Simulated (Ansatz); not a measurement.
**Si: an elastic constant from a strain scan**

Method: Ansatz, DFT LDA, scalar-relativistic, plane waves, PAW. The runs took a 420 eV cutoff, a Γ-centred 12×12×6 mesh and Gaussian smearing (0.03 eV). No spin polarisation. Energies are free energies at this smearing, counted from the undisturbed cell; pressure is positive in compression.

The starting cell (relaxed at this level; this form isn't the usual structure):

```
Si
1.0
     3.80198    0.00000    0.00000
    -1.90099    3.29261    0.00000
     0.00000    0.00000    6.28912
Si
4
Direct
  0.33333 0.66667 0.06303
  0.66667 0.33333 0.56303
  0.33333 0.66667 0.43697
  0.66667 0.33333 0.93697
```

The cell is strained by ε times the Voigt pattern (1, 1, 0, 0, 0, 0) (xx, yy, zz, yz, xz, xy; engineering shear) with fractional coordinates fixed. The cell holds 4 atoms in V0 = 78.73 Å³. The stress column is τ = (1/V0) dE/dε, got from the stress tensor σ (compression positive) at each point as −det(1 + εP) σ : P(1 + εP)⁻¹, with P the pattern as a tensor.

```csv
ε,ΔE (meV/atom),τ (GPa)
-0.0600,140.381,-41.326
-0.0450,75.688,-29.118
-0.0300,32.253,-18.235
-0.0150,7.736,-8.565
0.0000,0.000,-0.007
0.0150,7.083,7.533
0.0300,27.188,14.142
0.0450,58.678,19.900
0.0525,78.218,22.483
0.0600,?,?
```

Question: Which combination of elastic constants does this scan measure, and how large is it?

Answer: For small ε, τ = τ0 + Kε with K = pᵀCp, which for this pattern is C11 + C22 + 2 C12 in the Cartesian frame shown. The parabola through τ at ε = -0.0150, 0 and 0.0150 has slope K = 537 GPa at zero. The energies per cell, E = NΔE, of the same two points give K = 2[E(ε₊)/ε₊ − E(ε₋)/ε₋]/[(ε₊ − ε₋)V0] = 536 GPa, in agreement. These are clamped-ion values.

Question: Predict the withheld row at ε = 0.0600 from the harmonic law, and compare.

Answer: ΔE = V0(τ0 ε + Kε²/2)/N = 118.605 meV/atom and τ = 32.19 GPa. The calculation gives 100.049 meV/atom and 24.88 GPa: the energy lies 16 % below the harmonic value, as bonds soften when stretched.

Forces appear on the atoms along this scan, and letting them relax would lower the energy and soften the response.